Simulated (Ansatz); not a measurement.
Wanted: the native input for an Ansatz 0.2.0 run.

* Task: band structure
* Functional: r2SCAN
* Potentials or basis: Ansatz PAW
* Cutoff: 500 eV (not typed: the program's choice for these potentials)
* k mesh: 6 × 6 × 6
* Occupations: fermi-dirac, width 0.05 eV
* Spin: no spin polarisation
* Path: [["G", "L", "B1"], ["B", "Z", "G", "X"], ["Q", "F", "P1", "Z"], ["L", "P"]]
* Points for each segment of the path: 10

In2O3:

```
In O
1.0
     2.74350    1.58396    4.83667
    -2.74350    1.58396    4.83667
     0.00000   -3.16792    4.83667
In O
4 6
Direct
  0.85731 0.85731 0.85731
  0.64269 0.64269 0.64269
  0.14269 0.14269 0.14269
  0.35731 0.35731 0.35731
  0.04800 0.75000 0.45200
  0.75000 0.45200 0.04800
  0.45200 0.04800 0.75000
  0.95200 0.25000 0.54800
  0.25000 0.54800 0.95200
  0.54800 0.95200 0.25000
```

The input as run:

input.yaml

```yaml
crystal:
  lattice:
    - [2.7435, 1.5839604635, 4.8366666667]
    - [-2.7435, 1.5839604635, 4.8366666667]
    - [0.0, -3.167920927, 4.8366666667]
  atoms:
    - { symbol: In, position: [0.85731, 0.85731, 0.85731] }
    - { symbol: In, position: [0.64269, 0.64269, 0.64269] }
    - { symbol: In, position: [0.14269, 0.14269, 0.14269] }
    - { symbol: In, position: [0.35731, 0.35731, 0.35731] }
    - { symbol: O, position: [0.048, 0.75, 0.452] }
    - { symbol: O, position: [0.75, 0.452, 0.048] }
    - { symbol: O, position: [0.452, 0.048, 0.75] }
    - { symbol: O, position: [0.952, 0.25, 0.548] }
    - { symbol: O, position: [0.25, 0.548, 0.952] }
    - { symbol: O, position: [0.548, 0.952, 0.25] }
hamiltonian:
  xc: r2scan
  pseudopotentials: { kind: paw }
kpoints:
  mp_grid: { grid: [6, 6, 6] }
  band_path:
    path:
      - [[0.0, 0.0, 0.0], [0.5, 0.0, 0.0], [0.5, 0.2381665116, -0.2381665116]]
      - [[0.7618334884, 0.5, 0.2381665116], [0.5, 0.5, 0.5], [0.0, 0.0, 0.0], [0.3690832558, 0.0, -0.3690832558]]
      - [[0.6309167442, 0.3690832558, 0.0], [0.5, 0.5, 0.0], [0.6309167442, 0.6309167442, 0.2381665116], [0.5, 0.5, 0.5]]
      - [[0.5, 0.0, 0.0], [0.7618334884, 0.3690832558, 0.3690832558]]
    npoints: 10
scf:
  occupations: { method: fermi_dirac, width: 0.05 }
  n_extra_bands: 25
output:
  forces: true
  stress: true
  eigenvalues: true
  fatbands: false
```

Potentials or basis: Ansatz PAW.

Launch:

```console
$ ansatz run input.yaml --threads 4 --pin off --max-ram 11264MiB --backend cpu --events-out ev --progress --plain --runs-dir out
```

Results of the run:

```json
{
 "Pressure": "2.1 GPa",
 "Largest force": "0.131 eV/Å",
 "Band gap on the k mesh": "1.89 eV, indirect (least direct gap 1.91 eV)",
 "Band gap along the path": "1.88 eV, indirect (least direct gap 1.91 eV)"
}
```

Caveat: spin-orbit coupling is left out, which moves the levels of the heavy elements; the PAW data sets come from PBE, with cores solved anew for the run's functional, which leaves a small shift of forces and pressure.

Run time: 21 s on 4 threads of Arm Neoverse V1 (shared host), peak memory 1.1 GiB.
